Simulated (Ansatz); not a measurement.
# CsSnBr3 (Pm-3m) in Ansatz: further runs

Aim: see how the results for CsSnBr3 move with the level of theory and the settings. Levels: PBEsol, r2SCAN. Tasks: band structure.

All numbers are computed with Ansatz 0.2.0; they aren't measurements. Logs are shortened: lines on timing, memory, paths and dates and some standing lists are left out, and cuts for length are marked.

**The experiment to reproduce.**

From “Influence of hidden halogen mobility on local structure of CsSn(Cl1−xBrx)3 mixed-halide perovskites by solid-state NMR”, 2020, pmc:8179406, for a powder of CsSnBr3 at 300 K: band gap 1.79 eV (optical).

How close the calculation comes is told below.

## 1. The structure

The structure is cubic, space group Pm-3m (No. 221). Conventional cell: a = 5.839 Å, b = 5.839 Å, c = 5.839 Å, α = 90.00°, β = 90.00°, γ = 90.00°. Cs (site symmetry m-3m) is surrounded by 12 Br at 4.13 Å. Sn (site symmetry m-3m) has 6 Br at 2.92 Å as nearest neighbours. Br (site symmetry 4/mmm) is surrounded by 2 Sn at 2.92 Å.

The cell is a database's computed one.

## 2. Band structure, PBEsol

File input.yaml:

```yaml
crystal:
  lattice:
    - [5.83900561, 0.0, 0.0]
    - [0.0, 5.83900561, 0.0]
    - [0.0, 0.0, 5.83900561]
  atoms:
    - { symbol: Cs, position: [0.0, 0.0, 0.0] }
    - { symbol: Sn, position: [0.5, 0.5, 0.5] }
    - { symbol: Br, position: [0.0, 0.5, 0.5] }
    - { symbol: Br, position: [0.5, 0.5, 0.0] }
    - { symbol: Br, position: [0.5, 0.0, 0.5] }
hamiltonian:
  xc: pbesol
  pseudopotentials: { kind: paw }
kpoints:
  mp_grid: { grid: [5, 5, 5] }
  band_path:
    path:
      - [[0.0, 0.0, 0.0], [0.0, 0.5, 0.0], [0.5, 0.5, 0.0], [0.0, 0.0, 0.0], [0.5, 0.5, 0.5], [0.0, 0.5, 0.0]]
      - [[0.5, 0.5, 0.0], [0.5, 0.5, 0.5]]
    npoints: 14
scf:
  occupations: { method: fermi_dirac, width: 0.05 }
  n_extra_bands: 12
output:
  forces: true
  stress: true
  eigenvalues: true
  fatbands: false
```

Potentials or basis: Ansatz PAW.

Started as:

```bash
$ ansatz run input.yaml --threads 2 --pin off --max-ram 5632MiB --backend cpu --events-out ev --progress --plain --runs-dir out
```

The program printed:

```text
Warning: RAYON_NUM_THREADS=2 ignored (pool sized by the plan → 2); use --threads N
scf.n_extra_bands = 12 over 22 filled bands (N_el = 44.0): the run solves 34 bands
Engine: ansatz 0.2.0, x86_64-unknown-linux-gnu
Pseudopotentials: kind: paw
Pseudopotential: Cs, paw, valence charge 9, recommended cutoff 420 eV (normal), Cs.paw.azcp
Pseudopotential: Sn, paw, valence charge 14, recommended cutoff 420 eV (normal), Sn.paw.azcp
Pseudopotential: Br, paw, valence charge 7, recommended cutoff 420 eV (normal), Br.paw.azcp
Functional definition: PBEsol
  exchange = pbesol_x
  correlation = pbesol_c
Crystal: 5 atoms, lattice volume = 199.075 Å³
Basis set: ecut = 420 eV, 3887 PW (Γ), exchange–correlation on 80×80×80 points (8 copies of the dense FFT grid, shifted against one another)
Bands: 34, of which v1, the nominal top of the filled ones, is band 22 counted from 1 (21 counted from 0)
Symmetry: 48 space group operations
Space group: Pm-3m (ITA 221), of the structure as read, at distance tolerance 5.8e-5 Å
k-points: 10 of 125
Non-local potential: Cs, projectors of the file, l = 0: 3, l = 1: 2, l = 2: 2, l = 3: 2
Non-local potential: Sn, projectors of the file, l = 0: 2, l = 1: 2, l = 2: 2, l = 3: 2
Non-local potential: Br, projectors of the file, l = 0: 2, l = 1: 2, l = 2: 2
PAW form: soft (Blöchl's): semilocal exchange-correlation on the pseudo side does not see the compensation charge
PAW frozen core: Cs, regenerated for the run's functional, and the local potential with it (the file was generated under x = pbe(κ = 0.804, μ = 0.2195149727645171), c = pbe(β = 0.06672455060314922))
PAW frozen core: Sn, regenerated for the run's functional, and the local potential with it (the file was generated under x = pbe(κ = 0.804, μ = 0.2195149727645171), c = pbe(β = 0.06672455060314922))
PAW frozen core: Br, regenerated for the run's functional, and the local potential with it (the file was generated under x = pbe(κ = 0.804, μ = 0.2195149727645171), c = pbe(β = 0.06672455060314922))
PAW one-centre angular grid: Cs, 194 points (default); XC on 64 Gauss nodes
PAW one-centre angular grid: Sn, 590 points (default); XC on 64 Gauss nodes
PAW one-centre angular grid: Br, 110 points (default); XC on 64 Gauss nodes
Initial density: superposition of atomic densities (neutral atoms: chi_scale 0, normalization atom), corrected by the library's trained network
Initial wavefunctions: pseudopotential atomic-orbital guess
Functional: x = pbesol(κ = 0.804, μ = 0.12345679012345678), c = pbesol(β = 0.046)
SCF iter   1: F=—  HF=-19751.067473 eV  |F-HF|=—  |Δ(HF+E_count)|=         —  Δρ=1.50e-3  dr2=7.36e-3  ethr=1.77e-3  ⟨swp⟩=8.6  Hψ=2012  notcnv=0  defer=7
preconditioner: auto → Resta (q_TF=auto, 2.121 Å⁻¹)  ε∞=2.7  [insulator: Δε(μ)=1.822 eV  Ē_g=11.439 eV  σ=0.050 eV  W_gap=1.00  n_scr=26 (ndim 8)  ℏωp=14.9 eV  f_vac=0.047  D(μ)=0.00/eV (n_scr^D=0)  ε∞_Penn≈2.7]
SCF iter   2: F=—  HF=-19751.065852 eV  |F-HF|=—  |Δ(HF+E_count)|=   1.62e-3  Δρ=8.16e-4  dr2=2.38e-3  ethr=1.67e-5  ⟨swp⟩=2.4  Hψ=663  notcnv=0  defer=25
SCF iter   3: F=—  HF=-19751.065700 eV  |F-HF|=—  |Δ(HF+E_count)|=   1.51e-4  Δρ=2.77e-4  dr2=1.32e-4  ethr=5.40e-6  ⟨swp⟩=2.0  Hψ=514  notcnv=0  defer=25
SCF iter   4: F=—  HF=-19751.065688 eV  |F-HF|=—  |Δ(HF+E_count)|=   1.25e-5  Δρ=1.19e-4  dr2=3.59e-5  ethr=3.00e-7  ⟨swp⟩=2.0  Hψ=512  notcnv=0  defer=25
SCF iter   5: F=—  HF=-19751.065696 eV  |F-HF|=—  |Δ(HF+E_count)|=   8.59e-6  Δρ=3.71e-5  dr2=4.53e-6  ethr=8.15e-8  ⟨swp⟩=2.0  Hψ=499  notcnv=0  defer=25
SCF iter   6: F=—  HF=-19751.065697 eV  |F-HF|=—  |Δ(HF+E_count)|=   4.12e-7  Δρ=7.14e-6  dr2=1.48e-7  ethr=1.03e-8  ⟨swp⟩=2.0  Hψ=514  notcnv=0  defer=25
SCF iter   7: F=-19751.065697 eV  HF=-19751.065697 eV  |F-HF|=5.14e-9  |Δ(HF+E_count)|=   1.48e-7  Δρ=1.11e-6  dr2=3.51e-9  ethr=2.27e-10  ⟨swp⟩=11.9  Hψ=1902  notcnv=0
SCF 1 converged in 7 iterations: F = -19751.065697 eV  dr2 = 3.51e-9
NSCF: frozen V_eff on 86 k-points
SCF converged after 7 iterations
Free energy (F): -19751.065697 eV
Harris-Foulkes:  -19751.065697 eV  (|F-HF|=5.14e-9)
Internal energy: -19751.065697 eV  (E = F + TS)
E sigma→0 (E₀):  -19751.065697 eV
Fermi energy:    4.380258 eV
--- Per-component energies (eV) ---
  E_band       = -292.897797
  E_kinetic    = 725.859496
  E_local      = -2537.762897  (includes V_loc(G=0)·N_el)
  E_nonlocal   = 211.513383
  E_hartree    = 1123.006286
  E_xc         = -1336.750350
  E_vxc        = -534.304814  (∫ρ·V_xc dr)
  E_paw        = -15652.827648  (= ΣΔE_a)
  E_vpaw       = -404.217747  (= ΣTr[D̂ρ^β])
  E_aug_tail   = -0.000002  (compensation charges beyond the density's cutoff)
  E_ewald      = -2284.809775
  E_core_change = 0.705811  (= ΣΔE_core)
  E_smearing   = -0.000000  (= −TS)
  E_closure    = -0.000000  (closes the sum)
  Σ components = -19751.065697   (vs F -19751.065697, Δ=0.00e0)
--- Forces (eV/Å), atoms counted from 1 ---
  atom   1  Cs    -0.00000000     0.00000000    -0.00000000
  atom   2  Sn     0.00000000     0.00000000     0.00000000
  atom   3  Br     0.00000000     0.00000000    -0.00000000
  atom   4  Br     0.00000000     0.00000000    -0.00000000
  atom   5  Br     0.00000000    -0.00000000     0.00000000
  max |Σ_I F_I| component: 8.13e-29 eV/Å
--- Stress (GPa, compression-positive) ---
       -0.897741       0.000000      -0.000000
       -0.000000      -0.897741       0.000000
        0.000000       0.000000      -0.897741
  P = ⅓ Tr σ = -0.8977 GPa (-8.977 kbar)
--- Band table (eV; the first three rows and the last of 10) ---
  k-point 0: bands = ["-17.8057", "-17.6817", "-17.6817", "-17.6517", "-17.6517", "-17.6517", "-11.2193", "-10.6917", "-10.6917", "-4.5818", "-4.5818", "-4.5818", "-1.8828", "-0.8373", "-0.8373", "-0.8373", "1.4207", "1.4207", "1.4207", "1.5526", "1.5526", "1.5526", "6.5439", "7.6381", "7.6381", "8.2731", "8.2731", "8.2731", "9.2923", "9.2923", "9.2923", "11.0147", "11.0147", "11.0147"]
  k-point 1: bands = ["-17.8053", "-17.6817", "-17.6796", "-17.6518", "-17.6518", "-17.6517", "-11.1814", "-10.7409", "-10.6910", "-4.5769", "-4.5769", "-4.5769", "-2.4552", "-0.8064", "-0.8064", "0.0128", "1.3660", "1.3660", "1.3713", "1.5040", "1.5040", "1.5845", "6.9385", "7.8640", "7.9463", "8.1081", "8.4190", "8.4995", "8.4995", "9.2886", "9.2886", "10.5002", "11.2026", "11.2026"]
  k-point 2: bands = ["-17.8046", "-17.6817", "-17.6761", "-17.6519", "-17.6519", "-17.6517", "-11.0905", "-10.8500", "-10.6898", "-4.5694", "-4.5687", "-4.5687", "-2.9197", "-0.7529", "-0.7529", "0.6829", "1.2601", "1.2601", "1.2952", "1.4432", "1.4432", "2.1839", "6.2216", "7.8156", "8.4530", "8.5682", "8.7034", "8.7034", "8.8245", "9.6791", "9.7892", "9.7892", "10.6729", "10.8585"]
  k-point 9: bands = ["-17.8028", "-17.6733", "-17.6733", "-17.6521", "-17.6521", "-17.6521", "-10.9127", "-10.8586", "-10.8586", "-4.6133", "-4.6133", "-4.6036", "-4.2522", "0.6159", "0.6783", "0.6783", "0.8778", "0.8778", "1.8248", "1.8248", "1.8717", "3.4815", "5.3139", "5.3139", "5.7467", "8.2150", "8.8448", "8.8448", "8.8581", "9.9033", "9.9033", "11.1598", "11.3995", "11.3995"]
```

bands.tsv:

```text
# k_distance	band_0	band_1	band_2	band_3	band_4	band_5	band_6	band_7	band_8	band_9	band_10	band_11	band_12	band_13	band_14	band_15	band_16	band_17	band_18	band_19	band_20	band_21	band_22	band_23	band_24	band_25	band_26	band_27	band_28	band_29	band_30	band_31	band_32	band_33
[... 101 lines left out ...]
4.067806	-22.182828	-22.052613	-22.052613	-22.032414	-22.032414	-22.032414	-15.255515	-15.255515	-15.255515	-9.001037	-9.001037	-9.001037	-8.780384	-3.733061	-3.733061	-3.733061	-3.260276	-3.260276	-2.455158	-2.455158	-2.455158	0.032393	0.462979	0.462979	0.462979	3.669959	4.339217	4.339217	4.339217	5.658111	5.658111	7.168503	7.168503	7.168503
```

Wall time 5.8 s (2 threads of Intel Xeon Platinum 8488C (Sapphire Rapids), shared host); peak memory 0.64 GiB.

Results:

* Free energy: -19751.0657 eV
* Pressure: -0.9 GPa
* Band gap along the path: 0.43 eV, direct

Levels at the corners of the path, in eV from the valence-band top:
```csv
point,band 20,band 21,band 22,band 23,band 24,band 25
Γ,-2.86,-2.86,-2.86,2.13,3.23,3.23
X,-2.98,-2.98,-1.99,1.44,3.60,4.20
M,-3.25,-2.50,-0.97,0.97,0.97,3.87
Γ,-2.86,-2.86,-2.86,2.13,3.23,3.23
R,-2.49,-2.49,0.00,0.43,0.43,0.43
X,-2.98,-2.98,-1.99,1.44,3.60,4.20
M,-3.25,-2.50,-0.97,0.97,0.97,3.87
R,-2.49,-2.49,0.00,0.43,0.43,0.43
```

Caveat: spin-orbit coupling is left out, which moves the levels of the heavy elements; the PAW data sets come from PBE, with cores solved anew for the run's functional, which leaves a small shift of forces and pressure.

## 3. Band structure, r2SCAN

Changes to input.yaml since step 2:

```diff
@@ -12,3 +12,3 @@
 hamiltonian:
-  xc: pbesol
+  xc: r2scan
   pseudopotentials: { kind: paw }
@@ -28,2 +28,2 @@
   eigenvalues: true
-  fatbands: false
+  fatbands: true
```

Potentials or basis: Ansatz PAW.

Started as:

```bash
$ ansatz run input.yaml --threads 2 --pin off --max-ram 5632MiB --backend cpu --events-out ev --progress --plain --runs-dir out
```

The program printed:

```text
Warning: RAYON_NUM_THREADS=2 ignored (pool sized by the plan → 2); use --threads N
scf.n_extra_bands = 12 over 22 filled bands (N_el = 44.0): the run solves 34 bands
Engine: ansatz 0.2.0, x86_64-unknown-linux-gnu
Pseudopotentials: kind: paw
Pseudopotential: Cs, paw, valence charge 9, recommended cutoff 500 eV (meta_gga), Cs.paw.azcp
Pseudopotential: Sn, paw, valence charge 14, recommended cutoff 500 eV (meta_gga), Sn.paw.azcp
Pseudopotential: Br, paw, valence charge 7, recommended cutoff 500 eV (meta_gga), Br.paw.azcp
Functional definition: r2SCAN
  parameter k0 = 0.174
  parameter k1 = 0.065
  parameter a1 = 4.9479
  exchange = r2scan_x(k0 = k0, k1 = k1, a1 = a1)
  correlation = r2scan_c
Crystal: 5 atoms, lattice volume = 199.075 Å³
Basis set: ecut = 500 eV, 5041 PW (Γ), exchange–correlation on 180×180×180 points (64 copies of the dense FFT grid, shifted against one another)
Bands: 34, of which v1, the nominal top of the filled ones, is band 22 counted from 1 (21 counted from 0)
Symmetry: 48 space group operations
Space group: Pm-3m (ITA 221), of the structure as read, at distance tolerance 5.8e-5 Å
k-points: 10 of 125
Non-local potential: Cs, projectors of the file, l = 0: 3, l = 1: 2, l = 2: 2, l = 3: 2
Non-local potential: Sn, projectors of the file, l = 0: 2, l = 1: 2, l = 2: 2, l = 3: 2
Non-local potential: Br, projectors of the file, l = 0: 2, l = 1: 2, l = 2: 2
PAW form: soft (Blöchl's): semilocal exchange-correlation on the pseudo side does not see the compensation charge
PAW frozen core: Cs, regenerated for the run's functional (the file was generated under x = pbe(κ = 0.804, μ = 0.2195149727645171), c = pbe(β = 0.06672455060314922))
PAW frozen core: Sn, regenerated for the run's functional (the file was generated under x = pbe(κ = 0.804, μ = 0.2195149727645171), c = pbe(β = 0.06672455060314922))
PAW frozen core: Br, regenerated for the run's functional (the file was generated under x = pbe(κ = 0.804, μ = 0.2195149727645171), c = pbe(β = 0.06672455060314922))
PAW one-centre angular grid: Cs, 302 points (default); XC on 160 Gauss nodes
PAW one-centre angular grid: Sn, 590 points (default); XC on 249 of its mesh's 2787 points in the sphere
PAW one-centre angular grid: Br, 302 points (default); XC on 160 Gauss nodes
Initial density: superposition of atomic densities (neutral atoms: chi_scale 0, normalization atom), corrected by the library's trained network
Initial wavefunctions: pseudopotential atomic-orbital guess
Functional: x = r2scan, c = r2scan; τ floored in thin density (d = 2e-4 eV/Å³)
SCF iter   1: F=—  HF=-20109.924788 eV  |F-HF|=—  |Δ(HF+E_count)|=         —  Δρ=2.94e-3  dr2=2.69e-2  dr2_τ=6.77e-3  ethr=1.77e-3  ⟨swp⟩=8.5  Hψ=2027  notcnv=0  defer=8
preconditioner: auto → Resta (q_TF=auto, 2.121 Å⁻¹)  ε∞=2.7  [insulator: Δε(μ)=2.048 eV  Ē_g=10.277 eV  σ=0.050 eV  W_gap=1.00  n_scr=26 (ndim 8)  ℏωp=13.4 eV  f_vac=0.051  D(μ)=0.00/eV (n_scr^D=0)  ε∞_Penn≈2.7]
SCF iter   2: F=—  HF=-20109.943973 eV  |F-HF|=—  |Δ(HF+E_count)|=   1.92e-2  Δρ=1.38e-3  dr2=6.74e-3  dr2_τ=1.58e-4  ethr=6.11e-5  ⟨swp⟩=2.0  Hψ=725  notcnv=0  defer=35
SCF iter   3: F=—  HF=-20109.942702 eV  |F-HF|=—  |Δ(HF+E_count)|=   1.27e-3  Δρ=3.29e-4  dr2=1.75e-4  dr2_τ=9.55e-6  ethr=1.53e-5  ⟨swp⟩=2.0  Hψ=488  notcnv=0  defer=35
SCF iter   4: F=—  HF=-20109.942662 eV  |F-HF|=—  |Δ(HF+E_count)|=   4.00e-5  Δρ=7.13e-5  dr2=1.67e-5  dr2_τ=1.49e-6  ethr=3.97e-7  ⟨swp⟩=2.0  Hψ=504  notcnv=0  defer=35
SCF iter   5: F=—  HF=-20109.942633 eV  |F-HF|=—  |Δ(HF+E_count)|=   2.93e-5  Δρ=2.43e-5  dr2=1.71e-6  dr2_τ=3.77e-8  ethr=3.81e-8  ⟨swp⟩=2.0  Hψ=475  notcnv=0  defer=35
SCF iter   6: F=-20109.942634 eV  HF=-20109.942634 eV  |F-HF|=2.14e-8  |Δ(HF+E_count)|=   8.31e-7  Δρ=5.23e-6  dr2=6.87e-8  dr2_τ=3.09e-9  ethr=2.27e-10  ⟨swp⟩=11.0  Hψ=2244  notcnv=0
SCF 1 converged in 6 iterations: F = -20109.942634 eV  dr2 = 6.87e-8
NSCF: frozen V_eff on 86 k-points
SCF converged after 6 iterations
Free energy (F): -20109.942634 eV
Harris-Foulkes:  -20109.942634 eV  (|F-HF|=2.14e-8)
Internal energy: -20109.942634 eV  (E = F + TS)
E sigma→0 (E₀):  -20109.942634 eV
Fermi energy:    4.554696 eV
--- Per-component energies (eV) ---
  E_band       = -315.412842
  E_kinetic    = 727.626956
  E_local      = -2534.257701  (includes V_loc(G=0)·N_el)
  E_nonlocal   = 205.309109
  E_hartree    = 1124.699158
  E_xc         = -1290.955321
  E_vxc        = -587.562621  (∫ρ·V_xc dr)
  E_paw        = -16057.865677  (= ΣΔE_a)
  E_vpaw       = -407.013755  (= ΣTr[D̂ρ^β])
  E_aug_tail   = -0.000001  (compensation charges beyond the density's cutoff)
  E_vtau       = 31.084031  (kinetic-family band-sum trace: ∫τ·v_τ [+ j·A + Jᵃ·Aᵃ] dr)
  E_ewald      = -2284.809775
  E_core_change = 0.310618  (= ΣΔE_core)
  E_smearing   = -0.000000  (= −TS)
  E_closure    = -0.000000  (closes the sum)
  Σ components = -20109.942634   (vs F -20109.942634, Δ=0.00e0)
--- Forces (eV/Å), atoms counted from 1 ---
  atom   1  Cs    -0.00000000    -0.00000000    -0.00000000
  atom   2  Sn     0.00000000     0.00000000    -0.00000000
  atom   3  Br     0.00000000     0.00000000     0.00000000
  atom   4  Br     0.00000000    -0.00000000     0.00000000
  atom   5  Br    -0.00000000    -0.00000000    -0.00000000
  max |Σ_I F_I| component: 2.81e-29 eV/Å
--- Stress (GPa, compression-positive) ---
       -0.216303      -0.000000       0.000000
       -0.000000      -0.216303       0.000000
        0.000000       0.000000      -0.216303
  P = ⅓ Tr σ = -0.2163 GPa (-2.163 kbar)
--- Band table (eV; the first three rows and the last of 10) ---
  k-point 0: bands = ["-18.5932", "-18.5891", "-18.5891", "-18.5609", "-18.5609", "-18.5609", "-11.9291", "-11.3797", "-11.3797", "-5.0364", "-5.0364", "-5.0364", "-1.8849", "-1.1181", "-1.1181", "-1.1181", "1.1303", "1.1303", "1.1303", "1.2622", "1.2622", "1.2622", "7.0372", "7.9491", "7.9491", "8.6831", "8.6831", "8.6831", "9.6862", "9.6862", "9.6862", "11.4959", "11.4959", "11.4959"]
  k-point 1: bands = ["-18.5928", "-18.5891", "-18.5867", "-18.5610", "-18.5610", "-18.5609", "-11.8898", "-11.4315", "-11.3789", "-5.0316", "-5.0316", "-5.0308", "-2.5739", "-1.0860", "-1.0860", "-0.1616", "1.0788", "1.0788", "1.0840", "1.2147", "1.2147", "1.3283", "7.4301", "8.2003", "8.2593", "8.4235", "8.8323", "8.9035", "8.9035", "9.6870", "9.6870", "10.9771", "11.7068", "11.7068"]
  k-point 2: bands = ["-18.5921", "-18.5891", "-18.5829", "-18.5611", "-18.5611", "-18.5609", "-11.7951", "-11.5465", "-11.3777", "-5.0237", "-5.0237", "-5.0222", "-3.0743", "-1.0305", "-1.0305", "0.4562", "0.9777", "0.9777", "1.0121", "1.1551", "1.1551", "2.0503", "6.4858", "8.2793", "8.8430", "8.8824", "9.0804", "9.0804", "9.2425", "10.1456", "10.2244", "10.2244", "11.2046", "11.3777"]
  k-point 9: bands = ["-18.5903", "-18.5798", "-18.5798", "-18.5613", "-18.5613", "-18.5612", "-11.6121", "-11.5559", "-11.5559", "-5.0668", "-5.0668", "-5.0571", "-4.5112", "0.3400", "0.3973", "0.3973", "0.5960", "0.5960", "1.5415", "1.5415", "1.5838", "3.5492", "5.5952", "5.5952", "6.0190", "8.7490", "9.2446", "9.2446", "9.2785", "10.2837", "10.2837", "11.6680", "11.8776", "11.8776"]
```

Wall time 18 s (2 threads of Intel Xeon Platinum 8488C (Sapphire Rapids), shared host); peak memory 0.94 GiB.

Results:

* Free energy: -20109.9426 eV
* Pressure: -0.2 GPa
* Band gap along the path: 0.67 eV, direct

Levels at the corners of the path, in eV from the valence-band top:
| point | band 19 | band 20 | band 21 | band 22 | band 23 | band 24 | band 25 | band 26 |
| --- | --- | --- | --- | --- | --- | --- | --- | --- |
| Γ | -3.33 | -3.20 | -3.20 | -3.20 | 2.57 | 3.49 | 3.49 | 4.22 |
| X | -3.46 | -3.32 | -3.32 | -2.16 | 1.65 | 3.99 | 4.55 | 4.58 |
| M | -3.58 | -3.58 | -2.84 | -1.05 | 1.19 | 1.19 | 4.18 | 4.75 |
| Γ | -3.33 | -3.20 | -3.20 | -3.20 | 2.57 | 3.49 | 3.49 | 4.22 |
| R | -2.83 | -2.83 | -2.83 | 0.00 | 0.67 | 0.67 | 0.67 | 4.14 |
| X | -3.46 | -3.32 | -3.32 | -2.16 | 1.65 | 3.99 | 4.55 | 4.58 |
| M | -3.58 | -3.58 | -2.84 | -1.05 | 1.19 | 1.19 | 4.18 | 4.75 |
| R | -2.83 | -2.83 | -2.83 | 0.00 | 0.67 | 0.67 | 0.67 | 4.14 |

Caveat: spin-orbit coupling is left out, which moves the levels of the heavy elements; the PAW data sets come from PBE, with cores solved anew for the run's functional, which leaves a small shift of forces and pressure.

## 4. Comparison with measurements

Step 2. A measured gap of CsSnBr3 is 1.79 eV (optical; 300 K; powder; “Influence of hidden halogen mobility on local structure of CsSn(Cl1−xBrx)3 mixed-halide perovskites by solid-state NMR”, 2020, pmc:8179406); the calculated 0.43 eV misses it by -1.36 eV. So large a miss can be the level of theory's own, or it may mean another phase, state or a wrong row. Spin-orbit coupling on Br, Cs, Sn is left out. The value is that of PBEsol, without temperature or zero-point motion. Semilocal functionals fall short of measured gaps as a rule. The cell is a database's relaxed one, not the measured one, which moves gaps too.

Step 3. Measured gap of CsSnBr3: 1.79 eV (optical; 300 K; powder; “Influence of hidden halogen mobility on local structure of CsSn(Cl1−xBrx)3 mixed-halide perovskites by solid-state NMR”, 2020, pmc:8179406). This calculation gives 0.67 eV (-1.12 eV). So large a miss can be the level of theory's own, or it may mean another phase, state or a wrong row. Spin-orbit coupling on Br, Cs, Sn is left out. The value is that of r2SCAN, without temperature or zero-point motion. The cell is a database's relaxed one, not the measured one, which moves gaps too.
